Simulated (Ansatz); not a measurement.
# SrO in Ansatz: the effect of functional

SrO:

```xyz
4
Lattice="3.5053 0.0000 0.0000 -1.7526 3.0356 0.0000 0.0000 0.0000 6.1333" Properties=species:S:1:pos:R:3 pbc="T T T"
Sr    1.7526    1.0119    4.6000
Sr    0.0000    2.0238    1.5333
O     0.0000    0.0000    3.0666
O     0.0000    0.0000    0.0000
```

Measurements of this composition are mostly on another form, of space group No. 225.

The cell isn't the ideal one: volume scaled by 0.96.

Alike in all runs:

* Program: Ansatz 0.2.0
* Task: single point
* Potentials or basis: Ansatz PAW
* k mesh: 9 × 9 × 5
* Occupations: fermi-dirac, width 0.05 eV
* Spin: no spin polarisation

| functional | cutoff | gap on the mesh (eV) | pressure (GPa) |
| --- | --- | --- | --- |
| LDA | 420 eV (not typed: the program's choice for these potentials) | ? | ? |
| PBEsol | 420 eV (not typed: the program's choice for these potentials) | 3.03 | 1.2 |
| r2SCAN | 500 eV (not typed: the program's choice for these potentials) | 3.58 | 3.5 |

What does the run with functional LDA give?

gap on the mesh 2.97 eV; pressure -2.2 GPa.

Caveats: odd divisions of the mesh miss points on the zone boundary, where band edges often lie, so the gap on the mesh can be too wide; the PAW data sets come from PBE, with cores solved anew for the run's functional, which leaves a small shift of forces and pressure.

A k mesh can miss the band edges.

Runs at the PBE level aren't shown here.
